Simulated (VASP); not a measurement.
# BP: B into a neighbouring B vacancy

Wanted: the minimum-energy path in BP for this move: B into a neighbouring B vacancy. The start is a cell from a database of measured crystal structures.

Program: VASP 6.6.1. Level of theory: PBE; plane waves and PAW (P, B), in the first sound run; inputs show where later runs differ. Results are calculated unless marked as measured.

## 1. The host crystal

Symmetry: F-43m, No. 216, cubic system. Conventional cell: a = 4.538 Å, b = 4.538 Å, c = 4.538 Å, α = 90.00°, β = 90.00°, γ = 90.00°. Nearest to P lie 4 B at 1.97 Å. Nearest to B lie 4 P at 1.97 Å. Farther neighbours are not listed.

## 2. Relax the host

First cell and atoms are relaxed at a raised cutoff, so that later runs start from this functional's own cell.

File INCAR:

```
SYSTEM = BP
PREC = Accurate
ENCUT = 420
EDIFF = 1E-06
NELM = 120
ISMEAR = 0
SIGMA = 0.1
LREAL = .FALSE.
ALGO = Normal
GGA = PE
NBANDS = 10
LORBIT = 11
LWAVE = .FALSE.
LCHARG = .FALSE.
KPAR = 3
IBRION = 2
NSW = 40
ISIF = 3
EDIFFG = -0.02
POTIM = 0.4
```

File POSCAR:

```
BP
1.0
    0.0000000000      2.2690000000      2.2690000000
    2.2690000000      0.0000000000      2.2690000000
    2.2690000000      2.2690000000      0.0000000000
P B
1 1
Direct
    0.7500000000      0.7500000000      0.7500000000
    0.0000000000      0.0000000000      0.0000000000
```

File KPOINTS:

```
Automatic mesh
0
Gamma
7 7 7
0 0 0
```

The projector-augmented-wave data sets are P and B (PBE family, release 64).

On the command line:

```console
mpirun -np 3 vasp_std
```

Log:

```text
[banner, memory and clock lines left out]
running    3 mpi-ranks, on    1 nodes
 distrk:  each k-point on    1 cores,    3 groups
 distr:  one band on    1 cores,    1 groups

 POSCAR found type information on POSCAR P B
 POSCAR found :  2 types and       2 ions
 LDA part: xc-table for (Slater+PW92), standard interpolation
 POSCAR, INCAR and KPOINTS ok, starting setup
 FFT: planning ... GRIDC
 FFT: planning ... GRID_SOFT
 FFT: planning ... GRID
 WAVECAR not read
 entering main loop
       N       E                     dE             d eps       ncg     rms          rms(c)
DAV:   1     0.515726213638E+01    0.51573E+01   -0.34763E+03   400   0.601E+02
DAV:   2    -0.131835069437E+02   -0.18341E+02   -0.17518E+02   580   0.989E+01
DAV:   3    -0.136319396264E+02   -0.44843E+00   -0.44741E+00   492   0.142E+01
DAV:   4    -0.136337237096E+02   -0.17841E-02   -0.17838E-02   492   0.979E-01
DAV:   5    -0.136337309814E+02   -0.72718E-05   -0.72714E-05   484   0.608E-02    0.721E+00
DAV:   6    -0.130227106686E+02    0.61102E+00   -0.14565E+00   448   0.558E+00    0.390E+00
DAV:   7    -0.129316937615E+02    0.91017E-01   -0.24145E-01   510   0.260E+00    0.132E+00
DAV:   8    -0.129237330339E+02    0.79607E-02   -0.28532E-02   460   0.989E-01    0.206E-01
DAV:   9    -0.129240479872E+02   -0.31495E-03   -0.65747E-04   454   0.185E-01    0.124E-01
DAV:  10    -0.129242501492E+02   -0.20216E-03   -0.28529E-04   480   0.110E-01    0.289E-02
DAV:  11    -0.129242602817E+02   -0.10132E-04   -0.11181E-05   530   0.236E-02    0.323E-02
DAV:  12    -0.129242611949E+02   -0.91323E-06   -0.39459E-06   446   0.106E-02
   1 F= -.12924261E+02 E0= -.12924261E+02  d E =-.129243E+02
 curvature:   0.00 expect dE= 0.000E+00 dE for cont linesearch  0.000E+00
 trial: gam= 0.00000 g(F)=  0.139E-47 g(S)=  0.118E-02 ort = 0.000E+00 (trialstep = 0.100E+01)
 search vector abs. value=  0.118E-02
 bond charge predicted
       N       E                     dE             d eps       ncg     rms          rms(c)
DAV:   1    -0.129252355975E+02   -0.97532E-03   -0.19183E-02   446   0.884E-01    0.168E-01
DAV:   2    -0.129247715373E+02    0.46406E-03   -0.97500E-04   446   0.164E-01    0.920E-02
DAV:   3    -0.129246418540E+02    0.12968E-03   -0.26439E-04   448   0.784E-02    0.252E-02
DAV:   4    -0.129246300002E+02    0.11854E-04   -0.10771E-05   476   0.199E-02    0.200E-02
DAV:   5    -0.129246265759E+02    0.34242E-05   -0.27076E-06   424   0.991E-03    0.100E-02
DAV:   6    -0.129246261966E+02    0.37939E-06   -0.90210E-08   204   0.207E-03
   2 F= -.12924626E+02 E0= -.12924626E+02  d E =-.365002E-03
 trial-energy change:   -0.000365  1 .order   -0.000371   -0.001182    0.000440
 step:   0.7243(harm=  0.7288)  dis= 0.00000  next Energy=   -12.924687 (dE=-0.426E-03)
 bond charge predicted
       N       E                     dE             d eps       ncg     rms          rms(c)
DAV:   1    -0.129247316836E+02   -0.10511E-03   -0.14577E-03   448   0.244E-01    0.474E-02
DAV:   2    -0.129246963454E+02    0.35338E-04   -0.74163E-05   442   0.453E-02    0.261E-02
DAV:   3    -0.129246875692E+02    0.87762E-05   -0.20261E-05   450   0.217E-02    0.691E-03
DAV:   4    -0.129246873995E+02    0.16972E-06   -0.79150E-07   234   0.545E-03
   3 F= -.12924687E+02 E0= -.12924687E+02  d E =-.426205E-03
 curvature:  -0.36 expect dE=-0.199E-07 dE for cont linesearch -0.199E-07
 trial: gam= 0.00000 g(F)=  0.371E-47 g(S)=  0.545E-07 ort =-0.803E-05 (trialstep = 0.945E+00)
 search vector abs. value=  0.546E-07
 reached required accuracy - stopping structural energy minimisation
```

It took 2.4 s on 3 MPI ranks of Intel Xeon 6975P-C (Granite Rapids), shared host; peak memory 0.35 GiB.

Lines that name or quote the potential files are left out of all logs, and their timing lines are given in words.

OUTCAR, selected parts (step 2):

```text
ion  position               nearest neighbor table
   1  0.750  0.750  0.750-   2 1.97   2 1.97   2 1.97   2 1.97
   2  0.000  0.000  0.000-   1 1.97   1 1.97   1 1.97   1 1.97

  LATTYP: Found a face centered cubic cell.
 ALAT       =     4.5380000000

 Subroutine GETGRP returns: Found 24 space group operations
 (whereof 24 operations were pure point group operations)

The static configuration has the point symmetry T_d .

 Found     20 irreducible k-points:

   k-points           NKPTS =     20   k-points in BZ     NKDIM =     20   number of bands    NBANDS=     10

   dimension x,y,z NGX =    24 NGY =   24 NGZ =   24
   dimension x,y,z NGXF=    48 NGYF=   48 NGZF=   48

   ENCUT  =  420.0 eV  30.87 Ry    5.56 a.u.   5.36  5.36  5.36*2*pi/ulx,y,z

   NELECT =       8.0000    total number of electrons

 k-points in reciprocal lattice and weights: Automatic mesh
   0.00000000  0.00000000  0.00000000       0.003
   0.14285714  0.00000000  0.00000000       0.023
   0.28571429  0.00000000  0.00000000       0.023
   0.42857143  0.00000000  0.00000000       0.023
   0.14285714  0.14285714  0.00000000       0.017
   0.28571429  0.14285714  0.00000000       0.070
   0.42857143  0.14285714  0.00000000       0.070
  -0.42857143  0.14285714  0.00000000       0.070
  -0.28571429  0.14285714  0.00000000       0.070
[...]
-0.42857143  0.42857143  0.14285714       0.070
  -0.28571429  0.42857143  0.14285714       0.070

 average (electrostatic) potential at core
       1 -81.3424       2 -24.8715

 E-fermi :   7.7741

 k-point     1 :       0.0000    0.0000    0.0000
  band No.  band energies     occupation
      1      -8.0429      2.00000
      2       7.3652      2.00000
      3       7.3652      2.00000
      4       7.3652      2.00000
      5      10.7559      0.00000
      6      10.7559      0.00000
      7      10.7559      0.00000
      8      14.6487      0.00000
      9      18.8372      0.00000
    ...

 k-point     2 :       0.1429    0.0000    0.0000
  band No.  band energies     occupation
      1      -7.6782      2.00000
      2       5.1032      2.00000
      3       6.8391      2.00000
      4       6.8391      2.00000
      5      11.3279      0.00000
      6      11.4804      0.00000
      7      11.4804      0.00000
      8      15.6575      0.00000
      9      18.4362      0.00000
    ...

 k-point     3 :       0.2857    0.0000    0.0000
  band No.  band energies     occupation
      1      -6.6193      2.00000
      2       1.7072      2.00000
      3       6.0878      2.00000
      4       6.0878      2.00000
      5      11.2934      0.00000
      6      12.1971      0.00000
      7      12.1971      0.00000
      8      17.2141      0.00000
      9      18.6050      0.00000
    ...

  Total       -0.0009703     -0.0009703     -0.0009703      0.0000000     -0.0000000      0.0000000
  in kB       -0.0661456     -0.0661456     -0.0661456      0.0000000     -0.0000000      0.0000000
  external PRESSURE =      -0.0661456 kB  Pullay stress =       0.0000000 kB

  energy-cutoff  :      420.00
  volume of cell :       23.50
      direct lattice vectors                 reciprocal lattice vectors
    -0.000000000  2.273531648  2.273531648    -0.219922164  0.219922164  0.219922164
     2.273531648  0.000000000  2.273531648     0.219922164 -0.219922164  0.219922164
     2.273531648  2.273531648 -0.000000000     0.219922164  0.219922164 -0.219922164

 POSITION                                       TOTAL-FORCE (eV/Angst)
 -----------------------------------------------------------------------------------
      3.41030      3.41030      3.41030         0.000000      0.000000      0.000000
      0.00000      0.00000      0.00000        -0.000000     -0.000000     -0.000000
 -----------------------------------------------------------------------------------
    total drift:                               -0.000000     -0.000000     -0.000000

  FREE ENERGIE OF THE ION-ELECTRON SYSTEM (eV)
  ---------------------------------------------------
  free  energy   TOTEN  =       -12.9246873995 eV

  energy  without entropy=      -12.9246873995  energy(sigma->0) =      -12.92468740

 reached required accuracy - stopping structural energy minimisation

 total charge
# of ion       s       p       d       tot
------------------------------------------
    1        0.992   1.574   0.000   2.566
    2        0.666   1.267   0.000   1.933
--------------------------------------------------
tot          1.658   2.841   0.000   4.499

[... 3 further parts left out ...]
```

CONTCAR:

```
BP
   1.00000000000000
    -0.0000000000000000    2.2735316483261738    2.2735316483261738
     2.2735316483261738    0.0000000000000000    2.2735316483261738
     2.2735316483261738    2.2735316483261738   -0.0000000000000000
  P               B
     1     1
Direct
     0.7500000000000000    0.7500000000000000    0.7500000000000000
     0.0000000000000000    0.0000000000000000    0.0000000000000000
```

The gap is read on the k-mesh alone, so it is an upper bound where the band edges lie off the mesh. The run keeps the 24 symmetry operations of its start, so it cannot find a distortion of lower symmetry.

Step by step:

| step | energy less that of the first step (eV) | largest force (eV/Å) | pressure (GPa) | volume (Å³) |
| --- | --- | --- | --- | --- |
| 1 | 0.0000 | 0.0000 | 0.98 | 23.36 |
| 2 | -0.0004 | 0.0000 | -0.36 | 23.56 |
| 3 | -0.0004 | 0.0000 | -0.01 | 23.50 |

| conventional cell, symmetrised | before | after | change |
| --- | --- | --- | --- |
| a (Å) | 4.538 | 4.547 | +0.2 % |
| b (Å) | 4.538 | 4.547 | +0.2 % |
| c (Å) | 4.538 | 4.547 | +0.2 % |
| volume (Å³/atom) | 11.68 | 11.75 | +0.6 % |

The relaxed structure:

```cif
data_structure
_symmetry_space_group_name_H-M 'P 1'
_symmetry_Int_Tables_number 1
_cell_length_a 3.2153
_cell_length_b 3.2153
_cell_length_c 3.2153
_cell_angle_alpha 60.000
_cell_angle_beta 60.000
_cell_angle_gamma 60.000
_cell_volume 23.50
loop_
_atom_site_label
_atom_site_type_symbol
_atom_site_fract_x
_atom_site_fract_y
_atom_site_fract_z
_atom_site_occupancy
P1 P 0.75000 0.75000 0.75000 1
B2 B 0.00000 0.00000 0.00000 1
```

This step gave:

```
electronic cycles                               : 22
electrons                                       : 8
free energy (TOTEN)                             : -12.92 eV
Fermi energy                                    : 7.774 eV
labelled metallic, from the levels on this mesh : no
gap on the k-mesh                               : 1.248 eV
least direct gap on the k-mesh                  : 3.391 eV
```

The run ended after 3 ionic steps, 0.000 eV below its first step, once forces and stress met EDIFFG = -0.02.

(Part 1 of 4 ends here.)

[Lines on the potential files, build, host, timing and source positions are cut from VASP's logs without a mark.]

[Logs are printed without paths, hosts, clocks, repeated set-up lines and the standing remarks that a program may print on its own settings, such as how far it seeks lower states.]

[Hosts, paths, dates, database ids (printed as entryN), source tags and the programs' standing remarks are cut or masked in the printed files.]

[Runs that stopped without an error message from VASP are left out.]
